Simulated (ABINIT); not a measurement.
## CdF2: single point with LDA

CdF2:

```
Cd F
1.0
     0.00000    2.69400    2.69400
     2.69400    0.00000    2.69400
     2.69400    2.69400    0.00000
Cd F
1 2
Direct
  0.00000 0.00000 0.00000
  0.75000 0.75000 0.75000
  0.25000 0.25000 0.25000
```

```yaml
Program: ABINIT 10.8.3 (patched build)
Task: single point
Functional: LDA
Potentials_or_basis: PseudoDojo NC SR LDA v0.4.1 standard
Cutoff: 1252 eV
k_mesh: 7 × 7 × 7
Occupations: fermi-dirac, width 0.05 eV
Spin: no spin polarisation
```

- Band gap on the k mesh: 2.88 eV, indirect (least direct gap 3.29 eV)
- Valence electrons inside the program's atomic spheres: Cd 17.12; F 7.00

Levels at points of the mesh, in eV from the valence-band top:
| k point | band 15 | band 16 | band 17 | band 18 | band 19 | band 20 |
| --- | --- | --- | --- | --- | --- | --- |
| (0.00, 0.00, 0.00) | -0.41 | -0.41 | -0.41 | 2.88 | 12.39 | 12.39 |

It took 38 s on 1 thread of AMD EPYC 9R45 96-Core Processor (Zen 5) (shared host), peak memory 0.1 GiB.

Caveat: an odd mesh through Γ misses points on the zone boundary, where band edges often lie. As with any semilocal functional, this LDA gap is likely too small.
